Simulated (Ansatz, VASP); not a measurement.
# One calculation of Pt, two programs

```
Pt
1.0
     0.00000    1.74499    1.74499
     1.74499    0.00000    1.74499
     1.74499    1.74499    0.00000
Pt
1
Direct
  0.00000 0.00000 0.00000
```

Change from the starting cell: volume scaled by 0.72, LAPW.

Alike in both runs: task single point; functional LDA; k mesh 17 × 17 × 17; occupations fermi-dirac, width 0.05 eV; no spin polarisation.

```csv
,VASP,Ansatz
version,VASP 6.6.1,Ansatz 0.2.0
potentials or method,"VASP PAW LDA potentials, release 64 (Pt), cutoff 520 eV","all-electron LAPW, scalar-relativistic"
```

Ansatz gave:

* pressure (GPa): 235.3

**Question.** What did VASP give for the same quantities?

**Answer.** Pressure (GPa): 240.6.

Ansatz ran all-electron here, so the differences hold the error of VASP's frozen core and of both bases.

Caveats: the cell as given lies far from equilibrium; so large a pressure means that the cell lies far from this level's equilibrium, or that cutoff or potentials fall short (VASP). The runs have no spin-orbit coupling, so splittings on Pt are missing.
